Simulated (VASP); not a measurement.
Input:

```
CsPbI3
1.0
    6.14373     0.00000     0.00000
    0.00000     6.14373     0.00000
    0.00000     0.00000     6.14373
Cs Pb I
1 1 3
Direct
  0.00000   0.00000   0.00000
  0.50000   0.50000   0.50000
  0.50000   0.00000   0.50000
  0.00000   0.50000   0.50000
  0.50000   0.50000   0.00000
```

Calculation: SCAN meta-GGA, VASP's PBE PAW potentials (set 64) (plane waves; VASP 6.6.1). Numerical set-up: 520 eV cut-off, 4×4×4 Γ-centred mesh, Gaussian smearing of 0.050 eV, potentials Cs_sv Pb_d I.

Problem. Give the stress tensor in GPa (positive for a compressed cell).

Solution. 
```
1.76  0.00  0.00
0.00  1.76  0.00
0.00  0.00  1.76
```
The pressure is its mean diagonal, 1.76 GPa.

The compound is CsPbI3 in the cubic perovskite structure, the ideal cubic form; the compound distorts at low or room temperature. This cell is one point of a volume scan, at 0.94 of the reference volume.
